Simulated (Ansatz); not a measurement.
Compare A (`O=C1CCCO1`) with its isomer B (`C=C(O)CC=O`).

Gas-phase electronic energies from Ansatz, PBE0-D4/def2-TZVP geometries. CCSD(T)/CBS is the MP2 limit (def2-TZVPP, def2-QZVPP) plus CCSD(T) − MP2 in def2-TZVPP, frozen cores. Functionals use def2-TZVPP. B3LYP here is the variant with VWN-RPA as its local correlation; programs differ in this. Each species was taken in one conformer, which may not be the lowest.

(1) Which is lower in electronic energy at CCSD(T)/CBS, and by how much? (An estimate is asked.)

(2) Give E(B) − E(A) in kJ/mol with HF/def2-TZVPP, PBE0-D4, B3LYP, B3LYP-D4, r2SCAN-D4, CCSD/def2-TZVPP, CCSD(T)/def2-TZVPP. (An estimate is asked.)

Largest T1 diagnostic: 0.014.

## Answers

(1) Computed: A, by 112.6 kJ/mol.

(2) Ansatz gave: HF/def2-TZVPP 111.8, PBE0-D4 129.2, B3LYP 104.7, B3LYP-D4 106.9, r2SCAN-D4 122.8, CCSD/def2-TZVPP 115.7, CCSD(T)/def2-TZVPP 115.2. None reverses the order clearly.

From PBE to PBE0 (25 % exact exchange), in def2-TZVPP and without D4, E(B) − E(A) moves by +10.9 kJ/mol. In def2-TZVPP, CCSD(T) changes the Hartree–Fock value by +3.4 kJ/mol (the triples alone add −0.5 kJ/mol) and MP2 by +9.1 kJ/mol.
